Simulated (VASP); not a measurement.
# SiRu (P2_13) in VASP: notebook

The runs below take SiRu through single point, with PBEsol, r2SCAN.

All numbers are computed with VASP 6.6.1; they aren't measurements. Logs are shortened: lines on timing, memory, paths and dates and some standing lists are left out, and cuts for length are marked.

## Step 1: The crystal as given

Symmetry: P2_13, No. 198, cubic system. Conventional cell: a = 4.690 Å, b = 4.690 Å, c = 4.690 Å, α = 90.00°, β = 90.00°, γ = 90.00°. Around Si (site symmetry 3) lie 7 Ru at 2.38 to 2.67 Å. Ru (site symmetry 3) is surrounded by 7 Si at 2.38 to 2.67 Å.

The cell comes from a database or a generator and needn't be the stable form of this composition.

## Step 2: Single point, PBEsol

INCAR reads:

```
SYSTEM = SiRu
PREC = Accurate ; ENCUT = 700
EDIFF = 1E-7 ; ISMEAR = 0
SIGMA = 0.1 ; LREAL = .FALSE.
LASPH = .TRUE. ; NELM = 100
ALGO = Normal ; ISIF = 2
LWAVE = .FALSE. ; LCHARG = .FALSE.
GGA = PS ; NBANDS = 46
```

KPOINTS reads:

```
regular mesh
0
G
  8 8 8
  0 0 0
```

POSCAR reads:

```
SiRu
1.0
    4.6904800000      0.0000000000      0.0000000000
    0.0000000000      4.6904800000      0.0000000000
    0.0000000000      0.0000000000      4.6904800000
Si Ru
4 4
Direct
    0.1616100000      0.3383900000      0.6616100000
    0.3383900000      0.6616100000      0.1616100000
    0.6616100000      0.1616100000      0.3383900000
    0.8383900000      0.8383900000      0.8383900000
    0.8686500000      0.6313500000      0.3686500000
    0.6313500000      0.3686500000      0.8686500000
    0.3686500000      0.8686500000      0.6313500000
    0.1313500000      0.1313500000      0.1313500000
```

Potentials or basis: VASP PAW PBE potentials, release 64 (Si, Ru_pv).

Command:

```
$ cat potpaw_PBE.64/Si/POTCAR potpaw_PBE.64/Ru_pv/POTCAR > POTCAR
$ mpirun -np 1 vasp_std > vasp.out
```

OUTCAR:

```text
SYSTEM = SiRu
   PREC = Accurate
   ENCUT = 700
   EDIFF = 1E-7
   ISMEAR = 0
   LREAL = .FALSE.
   LASPH = .TRUE.
   NELM = 100
   ISIF = 2
   GGA = PS

 ion  position               nearest neighbor table
   1  0.162  0.338  0.662-   5 2.38   6 2.41   7 2.41   8 2.41   7 2.67   8 2.67   6 2.67   2 2.91
                             2 2.91   3 2.91   4 2.91   3 2.91   4 2.91
   2  0.338  0.662  0.162-   6 2.38   5 2.41   7 2.41   8 2.41   5 2.67   7 2.67   8 2.67   1 2.91
                             1 2.91   3 2.91   3 2.91   4 2.91   4 2.91
   3  0.662  0.162  0.338-   7 2.38   6 2.41   5 2.41   8 2.41   6 2.67   5 2.67   8 2.67   1 2.91
                             4 2.91   2 2.91   2 2.91   1 2.91   4 2.91
   4  0.838  0.838  0.838-   8 2.38   6 2.41   7 2.41   5 2.41   6 2.67   5 2.67   7 2.67   2 2.91
                             3 2.91   1 2.91   3 2.91   1 2.91   2 2.91
   5  0.869  0.631  0.369-   1 2.38   2 2.41   3 2.41   4 2.41   3 2.67   4 2.67   2 2.67   8 2.87
                             6 2.87   6 2.87   8 2.87   7 2.87   7 2.87
   6  0.631  0.369  0.869-   2 2.38   1 2.41   3 2.41   4 2.41   1 2.67   3 2.67   4 2.67   8 2.87
                             5 2.87   5 2.87   7 2.87   7 2.87   8 2.87
   7  0.369  0.869  0.631-   3 2.38   2 2.41   1 2.41   4 2.41   2 2.67   1 2.67   4 2.67   8 2.87
                             8 2.87   5 2.87   6 2.87   6 2.87   5 2.87
   8  0.131  0.131  0.131-   4 2.38   2 2.41   3 2.41   1 2.41   2 2.67   1 2.67   3 2.67   5 2.87
                             6 2.87   7 2.87   7 2.87   5 2.87   6 2.87

  LATTYP: Found a simple cubic cell.
 ALAT       =     4.6904800000

  Lattice vectors:

 A1 = (   4.6904800000,   0.0000000000,   0.0000000000)
 A2 = (   0.0000000000,   4.6904800000,   0.0000000000)
 A3 = (   0.0000000000,   0.0000000000,   4.6904800000)

Analysis of symmetry for initial positions (statically):
=====================================================================
 Subroutine PRICEL returns:
 Original cell was already a primitive cell.

 Routine SETGRP: Setting up the symmetry group for a
 simple cubic supercell.

 Subroutine GETGRP returns: Found 12 space group operations
 (whereof  3 operations were pure point group operations)
 out of a pool of 48 trial point group operations.

The static configuration has the point symmetry C_3 .
 The point group associated with its full space group is T   .

Analysis of symmetry for dynamics (positions and initial velocities):
=====================================================================
 Subroutine PRICEL returns:
 Original cell was already a primitive cell.

 Routine SETGRP: Setting up the symmetry group for a
 simple cubic supercell.

 Subroutine GETGRP returns: Found 12 space group operations
 (whereof  3 operations were pure point group operations)
 out of a pool of 48 trial point group operations.

The dynamic configuration has the point symmetry C_3 .
 The point group associated with its full space group is T   .

 Subroutine INISYM returns: Found 12 space group operations
 (whereof  3 operations are pure point group operations),
 and found     1 'primitive' translations

----------------------------------------------------------------------------------------

                                     Primitive cell

  volume of cell :     103.1934

  direct lattice vectors                    reciprocal lattice vectors
     4.690480000  0.000000000  0.000000000     0.213197796  0.000000000  0.000000000
     0.000000000  4.690480000  0.000000000     0.000000000  0.213197796  0.000000000
     0.000000000  0.000000000  4.690480000     0.000000000  0.000000000  0.213197796

  length of vectors
     4.690480000  4.690480000  4.690480000     0.213197796  0.213197796  0.213197796

  position of ions in fractional coordinates (direct lattice)
     0.161610000  0.338390000  0.661610000
     0.338390000  0.661610000  0.161610000
     0.661610000  0.161610000  0.338390000
     0.838390000  0.838390000  0.838390000
     0.868650000  0.631350000  0.368650000
     0.631350000  0.368650000  0.868650000
     0.368650000  0.868650000  0.631350000
     0.131350000  0.131350000  0.131350000

  ion indices of the primitive-cell ions
   primitive index   ion index
                 1           1
                 2           2
                 3           3
                 4           4
                 5           5
                 6           6
                 7           7
                 8           8

----------------------------------------------------------------------------------------

 KPOINTS: regular mesh

Automatic generation of k-mesh.
 Grid dimensions read from file:
 generate k-points for:    8    8    8

 Generating k-lattice:

  Cartesian coordinates                     Fractional coordinates (reciprocal lattice)
     0.026649725  0.000000000  0.000000000     0.125000000  0.000000000  0.000000000
     0.000000000  0.026649725  0.000000000     0.000000000  0.125000000  0.000000000
     0.000000000  0.000000000  0.026649725     0.000000000  0.000000000  0.125000000

  Length of vectors
     0.026649725  0.026649725  0.026649725

  Shift w.r.t. Gamma in fractional coordinates (k-lattice)
     0.000000000  0.000000000  0.000000000

 Subroutine IBZKPT returns following result:
 ===========================================

 Found     45 irreducible k-points:

 Following reciprocal coordinates:
            Coordinates               Weight
  0.000000  0.000000  0.000000      1.000000
  0.125000  0.000000  0.000000      6.000000
  0.250000  0.000000  0.000000      6.000000
  0.375000  0.000000  0.000000      6.000000
  0.500000  0.000000  0.000000      3.000000
  0.125000  0.125000  0.000000     12.000000
[... 16 lines left out ...]
  0.250000  0.125000  0.125000     24.000000
  0.375000  0.125000  0.125000     24.000000
 [... further k-points ...]
   k-points           NKPTS =     45   k-points in BZ     NKDIM =     45   number of bands    NBANDS=     46
   number of dos      NEDOS =    301   number of ions     NIONS =      8
   total plane-waves  NPLWV =  64000
   dimension x,y,z NGX =    40 NGY =   40 NGZ =   40
   dimension x,y,z NGXF=    80 NGYF=   80 NGZF=   80
   ions per type =               4   4
   NGX,Y,Z   is equivalent  to a cutoff of  14.18, 14.18, 14.18 a.u.
   NGXF,Y,Z  is equivalent  to a cutoff of  28.35, 28.35, 28.35 a.u.
 SYSTEM =  SiRu
   PREC   = accura    normal or accurate (medium, high low for compatibility)
   ISTART =      0    job   : 0-new  1-cont  2-samecut
   ICHARG =      2    charge: 1-file 2-atom 10-const
   ISPIN  =      1    spin polarized calculation?
   LNONCOLLINEAR =      F non collinear calculations
   LSORBIT =      F    spin-orbit coupling
   LASPH  =      T    aspherical Exc in radial PAW
   ENCUT  =  700.0 eV  51.45 Ry    7.17 a.u.  10.12 10.12 10.12*2*pi/ulx,y,z
   NELM   =    100;   NELMIN=  2; NELMDL= -5     # of ELM steps
   EDIFF  = 0.1E-06   stopping-criterion for ELM
   LREAL  =      F    real-space projection
   EDIFFG = 0.1E-05   stopping-criterion for IOM
   NSW    =      0    number of steps for IOM
   IBRION =     -1    ionic relax: 0-MD 1-quasi-New 2-CG
   NFREE  =      0    steps in history (QN), initial steepest desc. (CG)
   ISIF   =      2    stress and relaxation
   ISYM   =      2    0-nonsym 1-usesym 2-fastsym
   POTIM  = 0.5000    time-step for ionic-motion
   TEBEG  =    0.0;   TEEND  =   0.0 temperature during run
   PSTRESS=    0.0 pullay stress
   NELECT =      72.0000    total number of electrons
   NUPDOWN=      -1.0000    fix difference up-down
   EMIN   =  10.00;   EMAX   =-10.00  energy-range for DOS
   EFERMI =   0.00;   METHOD = LEGACY
   ISMEAR =     0;   SIGMA  =   0.10  broadening in eV -4-tet -1-fermi 0-gaus
   EFERMI_NEDOS =   21; number of points for ismear=-14 and -15
   IALGO  =     38    algorithm
   IMIX   =      4    mixing-type and parameters
     AMIX     =   0.40;   BMIX     =  1.00
     AMIX_MAG =   1.60;   BMIX_MAG =  1.00
  volume/ion in A,a.u.               =      12.90        87.05
  Fermi-wavevector in a.u.,A,eV,Ry     =   1.452006  2.743893 28.685450  2.108321
  Thomas-Fermi vector in A             =   2.569438
   LORBIT       =      0    0 simple, 1 ext, 2 COOP (PROOUT), +10 PAW based schemes
   GGA     = PS    functional components
   LHFCALC =     F    Hartree Fock is set to
   AEXX    =    0.0000 exact exchange contribution
   IVDW    =     0    specifies the selected vdW correction
   LEPSILON=     F    determine dielectric tensor
   LRPA    =     F    only Hartree local field effects (RPA)
 non-spin polarized calculation
 Gauss-broadening in eV      SIGMA  =   0.10
  energy-cutoff  :      700.00
  volume of cell :      103.19
 maximum number of plane-waves:      4385
   NGX = 21   NGY = 21   NGZ = 21

 number of electron      72.0000022 magnetization

 Free energy of the ion-electron system (eV)
  ---------------------------------------------------
  ext. energy  EPLUGINS =         0.00000000
  ---------------------------------------------------
  free energy    TOTEN  =       -69.29666666 eV

  energy without entropy =      -69.29408583  energy(sigma->0) =      -69.29537624

 E-fermi :  12.4497     XC(G=0): -13.1046

 val. band max:       12.3427958567   @ k =   0.2500   0.0000   0.0000
 cond. band min:      12.5855862619   @ k =   0.3750   0.1250   0.1250
 fundamental gap:      0.2427904052
 Fermi energy:        12.4497333001

 k-point     1 :       0.0000    0.0000    0.0000
  band No.  band energies     occupation
      1     -30.5538      2.00000
      2     -30.5538      2.00000
      3     -30.5538      2.00000
      4     -30.3665      2.00000
      5     -30.3629      2.00000
      6     -30.3629      2.00000
[... 38 lines left out ...]
     45      17.7904      0.00000
     46      17.7921      0.00000
[... 1086 lines left out ...]
      6     -30.3879      2.00000
[... 38 lines left out ...]
     45      17.0165      0.00000
     46      17.7790      0.00000

 [... further k-points ...]

------------------------ aborting loop because EDIFF is reached ----------------------------------------

  FORCE on cell =-STRESS in cart. coord.  units (eV):
  Direction    XX          YY          ZZ          XY          YZ          ZX
  --------------------------------------------------------------------------------------
  -------------------------------------------------------------------------------------
  Total        0.0192965      0.0192965      0.0192965     -0.0000000     -0.0000000      0.0000000
  in kB        0.2995973      0.2995973      0.2995973     -0.0000000     -0.0000000      0.0000000
  external PRESSURE =       0.2995973 kB  Pullay stress =       0.0000000 kB

 VOLUME and BASIS-vectors are now :
 -----------------------------------------------------------------------------
  energy-cutoff  :      700.00
  volume of cell :      103.19
      direct lattice vectors                 reciprocal lattice vectors
     4.690480000  0.000000000  0.000000000     0.213197796  0.000000000  0.000000000
     0.000000000  4.690480000  0.000000000     0.000000000  0.213197796  0.000000000
     0.000000000  0.000000000  4.690480000     0.000000000  0.000000000  0.213197796

 POSITION                                       TOTAL-FORCE (eV/Angst)
 -----------------------------------------------------------------------------------
      0.75803      1.58721      3.10327         0.000392     -0.000392      0.000392
      1.58721      3.10327      0.75803        -0.000392      0.000392      0.000392
      3.10327      0.75803      1.58721         0.000392      0.000392     -0.000392
      3.93245      3.93245      3.93245        -0.000392     -0.000392     -0.000392
      4.07439      2.96133      1.72915         0.000303     -0.000303      0.000303
      2.96133      1.72915      4.07439        -0.000303      0.000303      0.000303
      1.72915      4.07439      2.96133         0.000303      0.000303     -0.000303
      0.61609      0.61609      0.61609        -0.000303     -0.000303     -0.000303
 -----------------------------------------------------------------------------------
    total drift:                               -0.000000     -0.000000     -0.000000

  FREE ENERGIE OF THE ION-ELECTRON SYSTEM (eV)
  ---------------------------------------------------
  free  energy   TOTEN  =       -69.2966666582 eV

  energy  without entropy=      -69.2940858255  energy(sigma->0) =      -69.29537624
```

It took 3.1 min on 1 thread of Intel Xeon 6975P-C (Granite Rapids), shared host; peak memory 0.4 GiB.

Results:

```yaml
Free_energy: -69.2967 eV
Pressure: 0.0 GPa
Band_gap_on_the_k_mesh: 0.24 eV, indirect (least direct gap 0.33 eV)
```

Caveat: the PAW data sets were made with another functional, which shifts forces and pressure a little. A k mesh can miss the band edges.

## Step 3: Single point, PBEsol

Edit INCAR of step 2 so:

```diff
@@ -1,3 +1,3 @@
 SYSTEM = SiRu
-PREC = Accurate ; ENCUT = 700
+PREC = Accurate ; ENCUT = 520
 EDIFF = 1E-7 ; ISMEAR = 0
```

KPOINTS reads:

```
regular mesh
0
G
  12 12 12
  0 0 0
```

POSCAR is that of step 2.

Potentials or basis: VASP PAW PBE potentials, release 64 (Si, Ru_pv).

Command:

```
$ cat potpaw_PBE.64/Si/POTCAR potpaw_PBE.64/Ru_pv/POTCAR > POTCAR
$ mpirun -np 1 vasp_std > vasp.out
```

Wall time 4.1 min (1 thread of Intel Xeon 6975P-C (Granite Rapids), shared host); peak memory 0.5 GiB.

It converged, with:

* Free energy: -69.2949 eV
* Pressure: 0.0 GPa
* Band gap on the k mesh: 0.24 eV, indirect (least direct gap 0.32 eV)

Levels at points of the mesh, in eV from the valence-band top:
| k point | band 34 | band 35 | band 36 | band 37 | band 38 | band 39 |
| --- | --- | --- | --- | --- | --- | --- |
| (0.00, 0.00, 0.00) | -0.46 | -0.27 | -0.27 | 1.08 | 1.08 | 1.08 |
| (0.50, 0.00, 0.00) | -0.87 | -0.11 | -0.11 | 0.31 | 0.31 | 2.33 |
| (0.50, 0.50, 0.00) | -1.68 | -0.83 | -0.83 | 1.07 | 1.07 | 1.54 |
| (0.50, 0.50, 0.50) | -1.07 | -1.07 | -1.07 | 0.71 | 0.71 | 0.71 |

Caveat: the PAW data sets were made with another functional, which shifts forces and pressure a little. A k mesh can miss the band edges.

## Step 4: Single point, PBEsol

Edit INCAR of step 3 so:

```diff
@@ -3,3 +3,3 @@
 EDIFF = 1E-7 ; ISMEAR = 0
-SIGMA = 0.1 ; LREAL = .FALSE.
+SIGMA = 0.5 ; LREAL = .FALSE.
 LASPH = .TRUE. ; NELM = 100
```

KPOINTS reads:

```
regular mesh
0
G
  8 8 8
  0 0 0
```

POSCAR is that of step 3.

Command:

```
$ cat potpaw_PBE.64/Si/POTCAR potpaw_PBE.64/Ru_pv/POTCAR > POTCAR
$ mpirun -np 1 vasp_std > vasp.out
```

It took 1.7 min on 1 thread of Intel Xeon 6975P-C (Granite Rapids), shared host; peak memory 0.3 GiB.

Results (log left out):

```yaml
Free_energy: -69.4617 eV
Pressure: 0.6 GPa
Largest_force: 0.109 eV/Å
Band_gap_on_the_k_mesh: 0.25 eV, indirect (least direct gap 0.34 eV)
```

Forces on the atoms (eV/Å):
```
Si  -0.063  0.063 -0.063
Si   0.063 -0.063 -0.063
Si  -0.063 -0.063  0.063
Si   0.063  0.063  0.063
Ru  -0.044  0.044 -0.044
Ru   0.044 -0.044 -0.044
Ru  -0.044 -0.044  0.044
Ru   0.044  0.044  0.044
```

Levels at points of the mesh, in eV from the valence-band top:
```
           k point  band 34  band 35  band 36  band 37  band 38  band 39
(0.00, 0.00, 0.00)    -0.47    -0.28    -0.28     1.09     1.09     1.09
(0.50, 0.00, 0.00)    -0.88    -0.12    -0.12     0.32     0.32     2.33
(0.50, 0.50, 0.00)    -1.68    -0.83    -0.83     1.07     1.07     1.54
(0.50, 0.50, 0.50)    -1.06    -1.06    -1.06     0.72     0.72     0.72
```

Caveat: the PAW data sets were made with another functional, which shifts forces and pressure a little.

## Step 5: Single point, PBEsol

INCAR reads:

```
SYSTEM = SiRu
PREC = Accurate ; ENCUT = 900
EDIFF = 1E-7 ; ISMEAR = 0
SIGMA = 0.1 ; LREAL = .FALSE.
LASPH = .TRUE. ; NELM = 100
ALGO = Normal ; ISIF = 2
LWAVE = .FALSE. ; LCHARG = .FALSE.
GGA = PS ; NBANDS = 46
```

KPOINTS is that of step 4.

POSCAR is that of step 4.

Command:

```
$ cat potpaw_PBE.64/Si/POTCAR potpaw_PBE.64/Ru_pv/POTCAR > POTCAR
$ mpirun -np 1 vasp_std > vasp.out
```

Run time: 4.9 min. Hardware: 1 thread of Intel Xeon 6975P-C (Granite Rapids), shared host; peak memory 0.54 GiB.

The run converged. Its results:

```
Free energy            : -69.2964 eV
Pressure               : 0.0 GPa
Band gap on the k mesh : 0.24 eV, indirect (least direct gap 0.33 eV)
```

Levels at points of the mesh, in eV from the valence-band top:
```csv
k point,band 34,band 35,band 36,band 37,band 38,band 39
"(0.00, 0.00, 0.00)",-0.46,-0.27,-0.27,1.08,1.08,1.08
"(0.50, 0.00, 0.00)",-0.87,-0.11,-0.11,0.31,0.31,2.33
"(0.50, 0.50, 0.00)",-1.68,-0.83,-0.83,1.07,1.07,1.54
"(0.50, 0.50, 0.50)",-1.07,-1.07,-1.07,0.71,0.71,0.71
```

Caveat: the PAW data sets were made with another functional, which shifts forces and pressure a little. A k mesh can miss the band edges.

## Step 6: Single point, r2SCAN

INCAR reads:

```
SYSTEM = SiRu
PREC = Accurate ; ENCUT = 520
EDIFF = 1E-7 ; ISMEAR = 0
SIGMA = 0.1 ; LREAL = .FALSE.
LASPH = .TRUE. ; NELM = 100
ALGO = Normal ; ISIF = 2
LWAVE = .FALSE. ; LCHARG = .FALSE.
METAGGA = R2SCAN ; LMIXTAU = .TRUE.
NBANDS = 46
```

KPOINTS is that of step 5.

POSCAR is that of step 5.

Potentials or basis: VASP PAW PBE potentials, release 64 (Si, Ru_pv).

Command:

```
$ cat potpaw_PBE.64/Si/POTCAR potpaw_PBE.64/Ru_pv/POTCAR > POTCAR
$ mpirun -np 1 vasp_std > vasp.out
```

Wall time 5.6 min (1 thread of Intel Xeon 6975P-C (Granite Rapids), shared host); peak memory 0.31 GiB.

Results (log left out):

```
Free energy            : -142.0217 eV
Pressure               : 2.3 GPa
Largest force          : 0.066 eV/Å
Band gap on the k mesh : 0.30 eV, indirect (least direct gap 0.39 eV)
```

Forces in eV/Å, atoms in the order of the input:
```
Si   0.017 -0.017  0.017
Si  -0.017  0.017  0.017
Si   0.017  0.017 -0.017
Si  -0.017 -0.017 -0.017
Ru   0.038 -0.038  0.038
Ru  -0.038  0.038  0.038
Ru   0.038  0.038 -0.038
Ru  -0.038 -0.038 -0.038
```

Levels at points of the mesh, in eV from the valence-band top:
```tsv
k point	band 34	band 35	band 36	band 37	band 38	band 39
(0.00, 0.00, 0.00)	-0.54	-0.37	-0.37	1.19	1.19	1.19
(0.50, 0.00, 0.00)	-0.98	-0.15	-0.15	0.37	0.37	2.50
(0.50, 0.50, 0.00)	-1.77	-0.93	-0.93	1.14	1.14	1.71
(0.50, 0.50, 0.50)	-1.18	-1.18	-1.18	0.81	0.81	0.81
```

Caveat: the PAW data sets were made with another functional, which shifts forces and pressure a little. A k mesh can miss the band edges.

## Step 7: Summary

```tsv
level	k mesh	cutoff (eV)	smearing	gap on the mesh (eV)	pressure (GPa)	largest force (eV/Å)
PBEsol	8 × 8 × 8	700	gaussian 0.1 eV	0.24	0.0	-
PBEsol	12 × 12 × 12	520	gaussian 0.1 eV	0.24	0.0	-
PBEsol	8 × 8 × 8	520	gaussian 0.5 eV	0.25	0.6	0.11
PBEsol	8 × 8 × 8	900	gaussian 0.1 eV	0.24	0.0	-
r2SCAN	8 × 8 × 8	520	gaussian 0.1 eV	0.30	2.3	0.07
```

Alike in all rows: task single point; potentials or basis VASP PAW PBE potentials, release 64 (Si, Ru_pv); no spin polarisation; cell as given.

On the cell as given the gap runs from 0.24 eV (PBEsol) to 0.30 eV (r2SCAN); the meshes differ, which moves gaps too. The pressure there spans 0.0 GPa (PBEsol) to 2.3 GPa (r2SCAN); a positive pressure means that this level wants a larger cell, a negative one a smaller.

Caveats: the PAW data sets were made with another functional, which shifts forces and pressure a little.

Absolute energies hang on the potentials; compare differences alone.
